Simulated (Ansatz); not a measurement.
# Rhodium, dhcp under BLYP: from relaxation to bulk modulus, part 2 of 2

What does BLYP give for rhodium in the dhcp structure? We relax it, solve it on a dense k-mesh, then scale the cell to 7 volumes from 88 to 112 % of the relaxed one and try a fit of the equation of state. Spin polarisation is left out. The k-meshes are 13×13×4 for the relaxation; 17×17×5 for the dense run; 15×15×4 for the volumes.

Ansatz 0.2.0; DFT, BLYP, plane waves (420 eV) with PAW, scalar-relativistic. Earlier steps stand in the parts before.

## 5. Equation of state: 92 %

File input.yaml:

```yaml
crystal:
  lattice:
    - [2.6862880398, 0.0, 0.0]
    - [-1.3431440199, 2.3263936844, 0.0]
    - [0.0, 0.0, 8.7602450494]
  atoms:
    - { symbol: Rh, position: [0.0, 1.0, 0.0] }
    - { symbol: Rh, position: [1.0, 1.0, 0.5] }
    - { symbol: Rh, position: [0.3333333333, 0.6666666667, 0.25] }
    - { symbol: Rh, position: [0.6666666667, 0.3333333333, 0.75] }
hamiltonian:
  xc: blyp
  pseudopotentials:
    kind: paw
    azcp:
      Rh: "pseudopotentials/Rh.paw.azcp"
basis:
  ecutwfc: 420
  fft_grid_basis: typed
kpoints:
  mp_grid: { grid: [15, 15, 4], shift: [0, 0, 0] }
magnetization:
  spin_polarized: false
scf:
  occupations: { method: fermi_dirac, width: 0.1 }
  lower_state_search: "off"
output:
  stress: true
  write_density: true
  write_potential: true
  elf: true
  volumetric_format: npy
```

The log of the run:

```text
Warning: RAYON_NUM_THREADS=2 ignored (pool sized by the plan → 2); use --threads N
Engine: ansatz 0.2.0, aarch64-unknown-linux-gnu
Pseudopotentials: kind: paw
Pseudopotential: Rh, paw, valence charge 17, recommended cutoff 420 eV (normal), <dir>
Functional definition: BLYP
  parameter beta = 0.0042
  parameter a = 0.04918
  parameter b = 0.132
  parameter c = 0.2533
  parameter d = 0.349
  exchange = b88_x(beta = beta)
  correlation = lyp_c(a = a, b = b, c = c, d = d)
Crystal: 4 atoms, lattice volume = 54.746 Å³
Basis set: ecut = 420 eV, 1091 PW (Γ), exchange–correlation on 36×36×120 points (8 copies of the dense FFT grid, shifted against one another)
Bands: 41, of which v1, the nominal top of the filled ones, is band 34 counted from 1 (33 counted from 0)
Symmetry: 24 space group operations
Space group: P63/mmc (ITA 194), of the structure as read, at distance tolerance 3.8e-5 Å
k-points: 81 of 900
Non-local potential: Rh, projectors of the file, l = 0: 3, l = 1: 2, l = 2: 2, l = 3: 1
PAW form: soft (Blöchl's): semilocal exchange-correlation on the pseudo side does not see the compensation charge
PAW frozen core: Rh, regenerated for the run's functional, and the local potential with it (the file was generated under x = pbe(κ = 0.804, μ = 0.2195149727645171), c = pbe(β = 0.06672455060314922))
PAW one-centre angular grid: Rh, 590 points (default); XC on 64 Gauss nodes
Initial density: superposition of atomic densities (neutral atoms: chi_scale 0, normalization atom), corrected by the library's trained network
Initial wavefunctions: pseudopotential atomic-orbital guess
Functional: x = b88, c = lyp
SCF iter   1: F=—  HF=-25668.213727 eV  |F-HF|=—  |Δ(HF+E_count)|=         —  Δρ=1.76e-2  dr2=1.53e-1  ethr=1.77e-3  ⟨swp⟩=6.1  Hψ=11541  notcnv=0  defer=12
preconditioner: auto → Kerker (q_TF=auto, 2.829 Å⁻¹)  [metal: Δε(μ)=0.007 eV  Ē_g=6.589 eV  σ=0.100 eV  W_gap=0.02  n_scr=24 (ndim 8)  ℏωp=30.1 eV  f_vac=0.000  D(μ)=5.75/eV (n_scr^D=66)]
SCF iter   2: F=—  HF=-25668.184534 eV  |F-HF|=—  |Δ(HF+E_count)|=   2.92e-2  Δρ=8.33e-3  dr2=3.31e-2  ethr=2.25e-4  ⟨swp⟩=2.0  Hψ=4678  notcnv=0  defer=16
SCF iter   3: F=—  HF=-25668.179241 eV  |F-HF|=—  |Δ(HF+E_count)|=   5.29e-3  Δρ=1.97e-3  dr2=1.24e-3  ethr=4.87e-5  ⟨swp⟩=2.0  Hψ=4657  notcnv=0  defer=16
SCF iter   4: F=—  HF=-25668.179569 eV  |F-HF|=—  |Δ(HF+E_count)|=   3.28e-4  Δρ=2.96e-4  dr2=3.07e-5  ethr=1.82e-6  ⟨swp⟩=2.4  Hψ=5757  notcnv=0  defer=16
SCF iter   5: F=—  HF=-25668.179580 eV  |F-HF|=—  |Δ(HF+E_count)|=   1.08e-5  Δρ=1.14e-4  dr2=5.94e-6  ethr=4.52e-8  ⟨swp⟩=2.0  Hψ=5859  notcnv=0  defer=16
SCF iter   6: F=—  HF=-25668.179580 eV  |F-HF|=—  |Δ(HF+E_count)|=   6.47e-7  Δρ=2.73e-5  dr2=3.14e-7  ethr=8.73e-9  ⟨swp⟩=2.0  Hψ=4792  notcnv=0  defer=16
SCF iter   7: F=-25668.179580 eV  HF=-25668.179580 eV  |F-HF|=1.53e-10  |Δ(HF+E_count)|=   4.04e-8  Δρ=4.17e-6  dr2=7.12e-9  ethr=1.47e-10  ⟨swp⟩=9.4  Hψ=21150  notcnv=0
SCF 1 converged in 7 iterations: F = -25668.179580 eV  dr2 = 7.12e-9
SCF converged after 7 iterations
Free energy (F): -25668.179580 eV
Harris-Foulkes:  -25668.179580 eV  (|F-HF|=1.53e-10)
Internal energy: -25667.990028 eV  (E = F + TS)
E sigma→0 (E₀):  -25668.084804 eV
Entropy (-TS):   -0.189552 eV (-47.388 meV/atom)
Fermi energy:    23.043570 eV
--- Per-component energies (eV) ---
  E_band       = -295.126131
  E_kinetic    = 2300.925933
  E_local      = -6251.083169  (includes V_loc(G=0)·N_el)
  E_nonlocal   = 1420.363122
  E_hartree    = 2207.138222
  E_xc         = -876.690206
  E_vxc        = -1097.942525  (∫ρ·V_xc dr)
  E_paw        = -14419.455092  (= ΣΔE_a)
  E_vpaw       = -1081.673987  (= ΣTr[D̂ρ^β])
  E_aug_tail   = 0.003176  (compensation charges beyond the density's cutoff)
  E_ewald      = -10049.544301
  E_core_change = 0.352286  (= ΣΔE_core)
  E_smearing   = -0.189552  (= −TS)
  E_closure    = 0.000000  (closes the sum)
  Σ components = -25668.179580   (vs F -25668.179580, Δ=0.00e0)
--- Stress (GPa, compression-positive) ---
       21.857861       0.000000      -0.000000
       -0.000000      21.857861      -0.000000
       -0.000000      -0.000000      22.067693
  P = ⅓ Tr σ = 21.9278 GPa (219.278 kbar)
--- Band table (eV; the first three rows and the last of 81) ---
  k-point 0: bands = ["-55.8060", "-55.7549", "-55.7405", "-55.6889", "-24.0239", "-23.6579", "-23.6532", "-23.3815", "-23.3815", "-23.3384", "-23.3384", "-23.3188", "-23.3188", "-23.2753", "-23.2753", "-23.2744", "15.2221", "16.9400", "16.9733", "16.9891", "19.8526", "19.8526", "19.8966", "19.8984", "19.8984", "19.9303", "19.9310", "20.2830", "20.2830", "20.3937", "20.3937", "21.5673", "21.5673", "22.1701", "22.1701", "22.6784", "22.6784", "23.4675", "23.4675", "24.0544", "31.7225"]
  k-point 1: bands = ["-55.8017", "-55.7711", "-55.7243", "-55.6933", "-23.9963", "-23.7979", "-23.5112", "-23.3776", "-23.3776", "-23.3508", "-23.3508", "-23.3063", "-23.3063", "-23.3039", "-23.2792", "-23.2792", "15.3809", "16.4526", "16.9818", "17.1506", "19.6382", "19.8683", "19.8964", "19.8964", "19.9485", "19.9485", "20.2126", "20.2126", "20.3128", "20.3128", "20.8096", "21.6674", "21.6674", "22.0791", "22.0791", "22.8228", "22.8228", "23.3684", "23.3684", "23.4423", "32.5088"]
  k-point 2: bands = ["-55.7893", "-55.7893", "-55.7059", "-55.7059", "-23.9173", "-23.9173", "-23.3874", "-23.3874", "-23.3667", "-23.3667", "-23.3667", "-23.3667", "-23.2903", "-23.2903", "-23.2903", "-23.2903", "15.8288", "15.8288", "17.0828", "17.0828", "19.7227", "19.7227", "19.9949", "19.9949", "19.9949", "19.9949", "20.1635", "20.1635", "20.1635", "20.1635", "21.8802", "21.8802", "21.8802", "21.8802", "22.1329", "22.1329", "23.1140", "23.1140", "23.1140", "23.1140", "34.3302"]
  k-point 80: bands = ["-55.6689", "-55.6689", "-55.6545", "-55.6545", "-23.8487", "-23.8487", "-23.8235", "-23.8235", "-23.7161", "-23.7161", "-23.7012", "-23.7012", "-23.4745", "-23.4745", "-23.4652", "-23.4652", "17.8668", "17.8668", "18.4644", "18.4644", "18.8370", "18.8370", "19.0350", "19.0350", "19.9074", "19.9074", "19.9199", "19.9199", "21.2641", "21.2641", "21.9542", "21.9542", "23.1706", "23.1706", "23.4264", "23.4264", "30.1319", "30.1319", "30.2357", "30.2357", "30.9401"]
```

It took 5.4 s on 2 threads of Arm Neoverse V1, shared host; peak memory 0.41 GiB.

Density in a lattice plane of the grid's cell (edges 2.69 and 8.76 Å, at 0.000 of the third edge), which holds Rh.

Values in e/Å³, 12 rows by 6 columns:
```
 2.93  1.57  0.44  0.26  0.44  1.57
 0.27  0.30  0.42  0.54  0.42  0.30
 0.27  0.41  1.15  2.19  1.16  0.41
 0.27  0.30  0.42  0.54  0.42  0.30
 2.93  1.57  0.44  0.26  0.44  1.57
15.18  8.26  1.32  0.36  1.32  8.26
 2.93  1.57  0.44  0.26  0.44  1.57
 0.27  0.30  0.42  0.54  0.42  0.30
 0.27  0.41  1.16  2.19  1.15  0.41
 0.27  0.30  0.42  0.54  0.42  0.30
 2.93  1.57  0.44  0.26  0.44  1.57
15.18  8.26  1.32  0.36  1.32  8.26
```
Columns run along the first of these edges and rows up along the second, over one cell in 6 and 12 even steps from the bottom left corner. Atoms in the plane (fractional): Rh at (1.00, 0.00), Rh at (0.00, 0.50).

ELF in the same plane.

Ten even steps from ' ' (0.20) to '@' (0.77):
```
@@%%==      ==%%
::::          ::
                
      ..::..    
      --==--    
      ..::..    
                
::::          ::
@@%%==      ==%%
@@@@**......**@@
@@%%==      ==%%
::::          ::
                
      ..::..    
      --==--    
      ..::..    
                
::::          ::
@@%%==      ==%%
@@@@**......**@@
```
Columns run along the first of these edges and rows up along the second, over one cell in 8 and 20 even steps from the bottom left corner. Atoms in the plane (fractional): Rh at (1.00, 0.00), Rh at (0.00, 0.50).

Both are smooth fields of the valence electrons: close to the nuclei they are not physical.

## 6. Equation of state: 96 %

Edit input.yaml of step 5 so:

```diff
@@ -2,5 +2,5 @@
   lattice:
-    - [2.6862880398, 0.0, 0.0]
-    - [-1.3431440199, 2.3263936844, 0.0]
-    - [0.0, 0.0, 8.7602450494]
+    - [2.7246687687, 0.0, 0.0]
+    - [-1.3623343843, 2.3596323706, 0.0]
+    - [0.0, 0.0, 8.8854083174]
   atoms:
@@ -28,5 +28 @@
   stress: true
-  write_density: true
-  write_potential: true
-  elf: true
-  volumetric_format: npy
```

The log of the run, shortened:

```text
Warning: RAYON_NUM_THREADS=2 ignored (pool sized by the plan → 2); use --threads N
[...]
[... 3 set-up lines as earlier in the session ...]
[...]
Crystal: 4 atoms, lattice volume = 57.126 Å³
Basis set: ecut = 420 eV, 1151 PW (Γ), exchange–correlation on 40×40×120 points (8 copies of the dense FFT grid, shifted against one another)
Bands: 41, of which v1, the nominal top of the filled ones, is band 34 counted from 1 (33 counted from 0)
[... 2 set-up lines as earlier in the session ...]
k-points: 81 of 900
[...]
SCF iter   1: F=—  HF=-25668.441136 eV  |F-HF|=—  |Δ(HF+E_count)|=         —  Δρ=1.68e-2  dr2=1.49e-1  ethr=1.77e-3  ⟨swp⟩=5.8  Hψ=11055  notcnv=0  defer=10
[...]
SCF iter   7: F=-25668.409969 eV  HF=-25668.409969 eV  |F-HF|=5.82e-11  |Δ(HF+E_count)|=   4.85e-8  Δρ=4.26e-6  dr2=7.73e-9  ethr=1.47e-10  ⟨swp⟩=4.0  Hψ=10814  notcnv=0
[...]
SCF converged after 7 iterations
Free energy (F): -25668.409969 eV
[...]
E sigma→0 (E₀):  -25668.307168 eV
Entropy (-TS):   -0.205602 eV (-51.400 meV/atom)
Fermi energy:    21.833418 eV
[...]
--- Stress (GPa, compression-positive) ---
        9.577551       0.000000      -0.000000
        0.000000       9.577551      -0.000000
       -0.000000       0.000000       9.646880
  P = ⅓ Tr σ = 9.6007 GPa (96.007 kbar)
```

Run time: 4.3 s. Hardware: 2 threads of Arm Neoverse V1, shared host; peak memory 0.4 GiB.

## 7. Equation of state: 100 %

Edit input.yaml of step 6 so:

```diff
@@ -2,5 +2,5 @@
   lattice:
-    - [2.7246687687, 0.0, 0.0]
-    - [-1.3623343843, 2.3596323706, 0.0]
-    - [0.0, 0.0, 8.8854083174]
+    - [2.761997637, 0.0, 0.0]
+    - [-1.3809988185, 2.3919601189, 0.0]
+    - [0.0, 0.0, 9.0071413666]
   atoms:
@@ -28 +28,5 @@
   stress: true
+  write_density: true
+  write_potential: true
+  elf: true
+  volumetric_format: npy
```

The log of the run, shortened:

```text
Warning: RAYON_NUM_THREADS=2 ignored (pool sized by the plan → 2); use --threads N
[...]
[... 3 set-up lines as earlier in the session ...]
[...]
Crystal: 4 atoms, lattice volume = 59.506 Å³
Basis set: ecut = 420 eV, 1165 PW (Γ), exchange–correlation on 40×40×128 points (8 copies of the dense FFT grid, shifted against one another)
Bands: 41, of which v1, the nominal top of the filled ones, is band 34 counted from 1 (33 counted from 0)
[... 2 set-up lines as earlier in the session ...]
k-points: 81 of 900
[...]
SCF iter   1: F=—  HF=-25668.505822 eV  |F-HF|=—  |Δ(HF+E_count)|=         —  Δρ=1.61e-2  dr2=1.45e-1  ethr=1.77e-3  ⟨swp⟩=5.5  Hψ=10625  notcnv=0  defer=8
[...]
SCF iter   7: F=-25668.478272 eV  HF=-25668.478272 eV  |F-HF|=4.37e-11  |Δ(HF+E_count)|=   5.28e-8  Δρ=4.43e-6  dr2=8.80e-9  ethr=1.47e-10  ⟨swp⟩=9.0  Hψ=20967  notcnv=0
[...]
SCF converged after 7 iterations
Free energy (F): -25668.478272 eV
[...]
E sigma→0 (E₀):  -25668.367225 eV
Entropy (-TS):   -0.222094 eV (-55.524 meV/atom)
Fermi energy:    20.720721 eV
[...]
--- Stress (GPa, compression-positive) ---
        0.011241      -0.000000       0.000000
       -0.000000       0.011241       0.000000
        0.000000       0.000000      -0.023574
  P = ⅓ Tr σ = -0.0004 GPa (-0.004 kbar)
--- Band table (eV; the first three rows and the last of 81) ---
[...]
```

Run time: 5.7 s. Hardware: 2 threads of Arm Neoverse V1, shared host; peak memory 0.42 GiB.

## 8. Equation of state: 104 %

Edit input.yaml of step 7 so:

```diff
@@ -2,5 +2,5 @@
   lattice:
-    - [2.761997637, 0.0, 0.0]
-    - [-1.3809988185, 2.3919601189, 0.0]
-    - [0.0, 0.0, 9.0071413666]
+    - [2.7983438793, 0.0, 0.0]
+    - [-1.3991719396, 2.423436888, 0.0]
+    - [0.0, 0.0, 9.1256699771]
   atoms:
@@ -28,5 +28 @@
   stress: true
-  write_density: true
-  write_potential: true
-  elf: true
-  volumetric_format: npy
```

The log of the run, shortened:

```text
Warning: RAYON_NUM_THREADS=2 ignored (pool sized by the plan → 2); use --threads N
[...]
[... 3 set-up lines as earlier in the session ...]
[...]
Crystal: 4 atoms, lattice volume = 61.887 Å³
Basis set: ecut = 420 eV, 1207 PW (Γ), exchange–correlation on 40×40×128 points (8 copies of the dense FFT grid, shifted against one another)
Bands: 41, of which v1, the nominal top of the filled ones, is band 34 counted from 1 (33 counted from 0)
[... 1 set-up line as earlier in the session ...]
Space group: P63/mmc (ITA 194), of the structure as read, at distance tolerance 4.0e-5 Å
k-points: 81 of 900
[...]
SCF iter   1: F=—  HF=-25668.445377 eV  |F-HF|=—  |Δ(HF+E_count)|=         —  Δρ=1.54e-2  dr2=1.40e-1  ethr=1.77e-3  ⟨swp⟩=5.4  Hψ=10393  notcnv=0  defer=8
[...]
SCF iter   7: F=-25668.420485 eV  HF=-25668.420485 eV  |F-HF|=8.73e-11  |Δ(HF+E_count)|=   5.31e-8  Δρ=4.74e-6  dr2=1.05e-8  ethr=1.47e-10  ⟨swp⟩=4.0  Hψ=10877  notcnv=0
[...]
SCF converged after 7 iterations
Free energy (F): -25668.420485 eV
[...]
E sigma→0 (E₀):  -25668.301005 eV
Entropy (-TS):   -0.238959 eV (-59.740 meV/atom)
Fermi energy:    19.694513 eV
[...]
--- Stress (GPa, compression-positive) ---
       -7.421571       0.000000       0.000000
       -0.000000      -7.421571       0.000000
        0.000000       0.000000      -7.535218
  P = ⅓ Tr σ = -7.4595 GPa (-74.595 kbar)
```

Wall time 4.3 s (2 threads of Arm Neoverse V1, shared host); peak memory 0.41 GiB.

## 9. Equation of state: 108 %

Edit input.yaml of step 8 so:

```diff
@@ -2,5 +2,5 @@
   lattice:
-    - [2.7983438793, 0.0, 0.0]
-    - [-1.3991719396, 2.423436888, 0.0]
-    - [0.0, 0.0, 9.1256699771]
+    - [2.8337697145, 0.0, 0.0]
+    - [-1.4168848572, 2.4541165612, 0.0]
+    - [0.0, 0.0, 9.2411970512]
   atoms:
```

The log of the run, shortened:

```text
Warning: RAYON_NUM_THREADS=2 ignored (pool sized by the plan → 2); use --threads N
[...]
[... 3 set-up lines as earlier in the session ...]
[...]
Crystal: 4 atoms, lattice volume = 64.267 Å³
Basis set: ecut = 420 eV, 1255 PW (Γ), exchange–correlation on 40×40×128 points (8 copies of the dense FFT grid, shifted against one another)
Bands: 41, of which v1, the nominal top of the filled ones, is band 34 counted from 1 (33 counted from 0)
[... 2 set-up lines as earlier in the session ...]
k-points: 81 of 900
[...]
SCF iter   1: F=—  HF=-25668.287731 eV  |F-HF|=—  |Δ(HF+E_count)|=         —  Δρ=1.48e-2  dr2=1.35e-1  ethr=1.77e-3  ⟨swp⟩=5.4  Hψ=10339  notcnv=0  defer=7
[...]
SCF iter   7: F=-25668.264936 eV  HF=-25668.264936 eV  |F-HF|=1.55e-9  |Δ(HF+E_count)|=   6.50e-8  Δρ=5.70e-6  dr2=1.57e-8  ethr=1.47e-10  ⟨swp⟩=4.0  Hψ=10890  notcnv=0
[...]
SCF converged after 7 iterations
Free energy (F): -25668.264936 eV
[...]
E sigma→0 (E₀):  -25668.136870 eV
Entropy (-TS):   -0.256132 eV (-64.033 meV/atom)
Fermi energy:    18.745395 eV
[...]
--- Stress (GPa, compression-positive) ---
      -13.169735       0.000000      -0.000000
        0.000000     -13.169735       0.000000
       -0.000000       0.000000     -13.343818
  P = ⅓ Tr σ = -13.2278 GPa (-132.278 kbar)
```

Wall time 4.4 s (2 threads of Arm Neoverse V1, shared host); peak memory 0.42 GiB.

## 10. Equation of state: 112 %

Edit input.yaml of step 9 so:

```diff
@@ -2,5 +2,5 @@
   lattice:
-    - [2.8337697145, 0.0, 0.0]
-    - [-1.4168848572, 2.4541165612, 0.0]
-    - [0.0, 0.0, 9.2411970512]
+    - [2.8683312879, 0.0, 0.0]
+    - [-1.4341656439, 2.4840477618, 0.0]
+    - [0.0, 0.0, 9.3539056842]
   atoms:
```

The log of the run, shortened:

```text
Warning: RAYON_NUM_THREADS=2 ignored (pool sized by the plan → 2); use --threads N
[...]
[... 3 set-up lines as earlier in the session ...]
[...]
Crystal: 4 atoms, lattice volume = 66.647 Å³
Basis set: ecut = 420 eV, 1315 PW (Γ), exchange–correlation on 40×40×128 points (8 copies of the dense FFT grid, shifted against one another)
Bands: 41, of which v1, the nominal top of the filled ones, is band 34 counted from 1 (33 counted from 0)
[... 1 set-up line as earlier in the session ...]
Space group: P63/mmc (ITA 194), of the structure as read, at distance tolerance 4.1e-5 Å
k-points: 81 of 900
[...]
SCF iter   1: F=—  HF=-25668.054823 eV  |F-HF|=—  |Δ(HF+E_count)|=         —  Δρ=1.43e-2  dr2=1.31e-1  ethr=1.77e-3  ⟨swp⟩=5.4  Hψ=10301  notcnv=0  defer=8
[...]
SCF iter   7: F=-25668.034039 eV  HF=-25668.034039 eV  |F-HF|=3.19e-9  |Δ(HF+E_count)|=   8.60e-8  Δρ=6.81e-6  dr2=2.35e-8  ethr=1.47e-10  ⟨swp⟩=4.0  Hψ=10890  notcnv=0
[...]
SCF converged after 7 iterations
Free energy (F): -25668.034039 eV
[...]
E sigma→0 (E₀):  -25667.897267 eV
Entropy (-TS):   -0.273543 eV (-68.386 meV/atom)
Fermi energy:    17.865259 eV
[...]
--- Stress (GPa, compression-positive) ---
      -17.582807      -0.000000      -0.000000
       -0.000000     -17.582807      -0.000000
       -0.000000      -0.000000     -17.802976
  P = ⅓ Tr σ = -17.6562 GPa (-176.562 kbar)
```

Wall time 4.5 s (2 threads of Arm Neoverse V1, shared host); peak memory 0.42 GiB.

## 11. Energy and pressure against volume

All volumes keep the relaxed shape and fractional coordinates.

```
V (Å³/atom)  E − E₀ (meV/atom)  P from the stress (GPa)  P from the fit (GPa)
     13.091              178.3                    37.74                 37.29
     13.686               70.6                    21.93                 21.38
     14.282               15.0                     9.60                  9.04
     14.877                0.0                     0.00                 -0.56
     15.472               16.6                    -7.46                 -8.02
     16.067               57.6                   -13.23                -13.81
     16.662              117.5                   -17.66                -18.28
```

Fit (Birch-Murnaghan, third order): V₀ = 14.837 Å³/atom, B₀ = 214 GPa, B₀′ = 5.3, largest residual 0.04 meV/atom.

The fit is made to E(σ → 0), while the stress belongs to the free energy F; that is one source of the offset between the two pressures.

## 12. Summary of results

What follows sums up all 2 parts.

```
                      quantity                                   value
space group (spins left aside)                      P6_3/mmc (No. 194)
             conventional cell  a = 2.762 Å, c = 9.007 Å (c/a = 3.261)
                        volume                          14.877 Å³/atom
             shortest distance                                 2.759 Å
               gap on the mesh            none (levels filled in part)
               relative to fcc                            +18 meV/atom
                   V₀, B₀, B₀′            14.837 Å³/atom, 214 GPa, 5.3
```

The relaxation enlarged the cell by 8.2 % in volume. It lies 18 meV/atom above the element's reference form at the same level (fcc, from a run of its own). Levels at the Fermi energy are filled in part, as in a metal. B₀ comes out at 214 GPa; letting shape and positions relax at each volume could only lower it. The symmetry was held, so the structure may be unstable against distortions that break it.
